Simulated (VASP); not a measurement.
Here is a VASP 6.6.1 calculation.

INCAR

```
PREC = Accurate
ENCUT = 520
EDIFF = 1E-8
ISMEAR = 0
SIGMA = 0.02
LREAL = False
LASPH = True
NELM = 60
ALGO = Normal
ISIF = 2
LWAVE = False
LCHARG = False
GGA = PS
LEPSILON = True
```

KPOINTS

```
regular mesh
0
Gamma
  4 4 4
```

POSCAR

```
TiO2
1.0
    4.8126997814      0.0000000000      0.0000000000
    0.0000000000      4.8718844600      0.0000000000
   -0.8628854487      0.0000000000      4.9665942755
Ti O
4 8
Direct
    0.2774352600      0.0528083600      0.2131482700
    0.7225647400      0.5528083600      0.2868517300
    0.7225647400      0.9471916400      0.7868517300
    0.2774352600      0.4471916400      0.7131482700
    0.0638382200      0.1769655200      0.8515567400
    0.9361617800      0.6769655200      0.6484432600
    0.9361617800      0.8230344800      0.1484432600
    0.0638382200      0.3230344800      0.3515567400
    0.4453609900      0.7576317400      0.4667718600
    0.5546390100      0.2576317400      0.0332281400
    0.5546390100      0.2423682600      0.5332281400
    0.4453609900      0.7423682600      0.9667718600
```

Potentials or basis: VASP PAW PBE potentials, release 64 (Ti_sv, O).

The run is started by

```sh
$ cat potpaw_PBE.64/Ti_sv/POTCAR potpaw_PBE.64/O/POTCAR > POTCAR
$ mpirun -np 1 vasp_std > vasp.out
```

Estimate the electronic dielectric tensor (diagonal).

7.85, 8.13, 7.23.

Predict the Born charges (mean of the diagonal).

Ti +5.49; O -2.86, -2.64 e.

What does it give for the band gap on the k mesh?

2.24 eV, indirect (least direct gap 2.31 eV).

Born effective charge tensors (e):
atom 1, Ti
```
 5.74 -0.53  0.10
-0.37  5.82  0.07
 0.08  0.44  4.93
```
atom 2, Ti
```
 5.74  0.53  0.10
 0.37  5.82 -0.07
 0.08 -0.44  4.93
```
atom 3, Ti
```
 5.74 -0.53  0.10
-0.37  5.82  0.07
 0.08  0.44  4.93
```
atom 4, Ti
```
 5.74  0.53  0.10
 0.37  5.82 -0.07
 0.08 -0.44  4.93
```
atom 5, O
```
-3.19 -1.49 -0.06
-1.86 -3.01  0.87
-0.10  0.86 -2.36
```
atom 6, O
```
-3.19  1.49 -0.06
 1.86 -3.01 -0.87
-0.10 -0.86 -2.36
```
atom 7, O
```
-3.19 -1.49 -0.06
-1.86 -3.01  0.87
-0.10  0.86 -2.36
```
atom 8, O
```
-3.19  1.49 -0.06
 1.86 -3.01 -0.87
-0.10 -0.86 -2.36
```
atom 9, O
```
-2.54  0.51 -0.04
 0.50 -2.80  0.54
 0.03  0.37 -2.57
```
atom 10, O
```
-2.54 -0.51 -0.04
-0.50 -2.80 -0.54
 0.03 -0.37 -2.57
```
atom 11, O
```
-2.54  0.51 -0.04
 0.50 -2.80  0.54
 0.03  0.37 -2.57
```
atom 12, O
```
-2.54 -0.51 -0.04
-0.50 -2.80 -0.54
 0.03 -0.37 -2.57
```

 PBEsol gaps usually lie below the measured ones, often by a third to a half.
